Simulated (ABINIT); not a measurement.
## CoO in ABINIT: the effect of functional

CoO:

```
CELL_PARAMETERS angstrom
-1.50800 1.50800 2.10725
1.50800 -1.50800 2.10725
1.50800 1.50800 -2.10725
ATOMIC_POSITIONS crystal
Co 0.00000 0.00000 0.00000
O 0.50000 0.50000 0.00000
```

Alike in all runs:

* Program: ABINIT 10.8.3 (patched build)
* Task: single point
* Potentials or basis: JTH PAW PBE v2.0
* Cutoff: 844 eV
* k mesh: 10 × 10 × 10
* Occupations: fermi-dirac, width 0.05 eV
* Spin: collinear spin, ferromagnetic start
* Starting moments: [2.0, 0.0] μB

```csv
functional,pressure (GPa),moment (μB)
PBE,-0.8,2.91
PBEsol,?,?
RPBE,5.1,2.93
```

Problem. What does the run with functional PBEsol give?

Solution. Pressure -9.8 GPa; moment 2.93 μB.

Caveats: a cell with one magnetic atom can't hold antiferromagnetic order, which such compounds often take; the PAW data sets were made with another functional, which shifts forces and pressure a little (some runs).
